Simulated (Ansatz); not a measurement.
## H: distorted cells

Method: DFT PBE, scalar-relativistic, plane waves, PAW (Ansatz).

Cutoff 420 eV; k points 10×10×10 on the computed 2-atom cell (Γ-centred); Gaussian smearing, width 0.02 eV; no spin polarisation.

Reference cell:

```yaml
crystal:
  lattice:
    - [-1.69153, 1.69153, 2.05847]
    - [1.69153, -1.69153, 2.05847]
    - [1.69153, 1.69153, -2.05847]
  atoms:
    - { symbol: H, position: [0.90986, 0.90986, 0.00000] }
    - { symbol: H, position: [0.09014, 0.09014, 0.00000] }
```

Each variant moves atoms of this cell by the vectors given, if any (Å), and then applies a symmetric strain (tensor components, Cartesian axes). The reference cell isn't relaxed at this level. Energies are per atom at zero smearing, counted from the lowest variant. Pressure is positive in compression.

1. no strain; moves: H1 (0.072, -0.031, -0.128)
2. strain (xx yy zz yz xz xy, %) 2.45 2.45 3.95 0.00 0.00 0.00; moves: H1 (0.000, 0.000, 0.030); H2 (0.000, 0.000, -0.030)
3. strain (xx yy zz yz xz xy, %) 2.16 2.16 -3.84 0.00 0.00 0.00; moves: H1 (0.000, 0.000, 0.030); H2 (0.000, 0.000, -0.030)
4. no strain; moves: H1 (0.165, -0.319, -0.108)
5. strain (xx yy zz yz xz xy, %) 10.65 -1.16 5.03 0.00 0.00 0.00; moves: H1 (0.000, 0.000, -0.250); H2 (0.000, 0.000, 0.250)

```csv
variant,ΔE (meV/atom),P (GPa),largest force (eV/Å),gap on mesh (eV),space group
1,89.2,-5.33,2.93,7.28,P-1
2,0.0,2.59,1.62,9.45,I4/mmm
3,?,?,?,?,?
4,171.1,-6.95,3.57,6.14,P-1
5,1001.8,-11.42,4.41,3.48,Immm
```

Q: Give the withheld rows.

A:
```tsv
variant	ΔE (meV/atom)	P (GPa)	largest force (eV/Å)	gap on mesh (eV)	space group
3	80.3	6.90	4.45	9.84	I4/mmm
```

Each cell of H holds molecules, and where no dispersion correction was added their binding is poorly described.